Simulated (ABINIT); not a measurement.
Input of an ABINIT 10.8.3 (patched build) run:

run.abi

```
# Datasets: ground state, then fixed potential
ndtset 2

# Pseudopotentials
pp_dirpath "./"
pseudos "Al.upf, N.upf"

# Structure
acell 5.8366710593 5.8366710593 5.8366710593
rprim
     0.0000000000     0.7071067812     0.7071067812
     0.7071067812     0.0000000000     0.7071067812
     0.7071067812     0.7071067812     0.0000000000
ntypat 2
znucl 13 7
natom 2
typat 1 2
xred
     0.0000000000     0.0000000000     0.0000000000
     0.2500000000     0.2500000000     0.2500000000

# Plane-wave basis
ecut 42.0

# Exchange and correlation
ixc 27

# Bands and occupations
occopt 3
tsmear 0.00183747

# SCF cycle
nstep 100

# Output
iomode 3
prtwf 0
prteig 0
prtebands 0
enunit 2
prtden1 1
prtvha1 1
prtvclmb1 1
prtpot1 1
prtelf1 1

# Dataset 1
kptopt1 1
ngkpt1 10 10 10
nshiftk1 1
shiftk1 0.0 0.0 0.0
nband1 8
tolvrs1 1.0e-10

# Dataset 2: bands along G-X-W-K-G-L-U-W-L-K
iscf2 -2
getden2 1
nband2 12
nbdbuf2 2
tolwfr2 1.0e-12
kptopt2 -9
ndivsm2 6
prteig2 1
kptbounds2
     0.0000000000     0.0000000000     0.0000000000
     0.5000000000     0.0000000000     0.5000000000
     0.5000000000     0.2500000000     0.7500000000
     0.3750000000     0.3750000000     0.7500000000
     0.0000000000     0.0000000000     0.0000000000
     0.5000000000     0.5000000000     0.5000000000
     0.6250000000     0.2500000000     0.6250000000
     0.5000000000     0.2500000000     0.7500000000
     0.5000000000     0.5000000000     0.5000000000
     0.3750000000     0.3750000000     0.7500000000
```

Potentials or basis: PseudoDojo NC SR PBE v0.4.1 standard.

The run is started by

```console
$ abinit run.abi > log 2>&1
```

(1) Estimate the band gap along the path.

(2) What does it give for the pressure?

(3) Predict the band gap on the k mesh.

## Answers

(1) 3.79 eV, indirect (least direct gap 4.56 eV).

(2) 1.2 GPa.

(3) 3.79 eV, indirect (least direct gap 4.56 eV).

Caveat: the potentials were made for another functional, which shifts forces and pressure.
